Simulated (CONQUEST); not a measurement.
**WC (Qusongite) under changes of volume**

One of the cells (10.376 Å³/atom); the others are scaled copies at fixed shape and fractional positions:

```xyz
4
Lattice="2.8366 0.0000 0.0000 0.0000 2.9065 0.0000 0.0000 0.0000 5.0342" Properties=species:S:1:pos:R:3 pbc="T T T"
W     0.0000    0.0000    0.0000
W     0.0000    1.4532    2.5171
C     1.4183    0.0000    3.3561
C     1.4183    1.4532    0.8390
```

```yaml
Program: CONQUEST 1.3
Functional: PBEsol
Potentials_or_basis: PseudoDojo NC PBEsol, DZP, grid of 32 × 32 × 48 points
k_mesh: 9 × 9 × 5
Occupations: fermi-dirac, width 0.05 eV
Spin: no spin polarisation
```

```tsv
volume (Å³/atom)	energy over the lowest point (meV/atom)	pressure (GPa)	largest force (eV/Å)
9.754	68.51	33.2	0.012
9.961	32.66	22.2	0.008
10.169	10.29	12.6	0.004
10.376	0.00	3.6	0.005
10.584	0.68	-4.3	0.007
10.791	?	?	?
10.999	29.99	-18.0	0.012
```

Task: What does the run at 10.791 Å³/atom give?

Result: Energy over the lowest point 10.73 meV/atom; pressure -11.5 GPa; largest force 0.020 eV/Å.

Worked out: A Birch-Murnaghan fit of order 3 (a polynomial in V^(-2/3)) to the other rows has its minimum at 10.47 Å³/atom with B0 = V·E''(V) = 402 GPa and B' = 4.6 at fixed shape and positions, which overstates the stiffness. It gives 10.95 meV/atom at 10.791 Å³/atom, against the run's 10.73, and -dE/dV = -11.4 GPa, against -11.5.

Energies are extrapolated to zero smearing.

Caveats: the basis of atomic orbitals isn't converged, which shifts pressures, moduli and gaps.
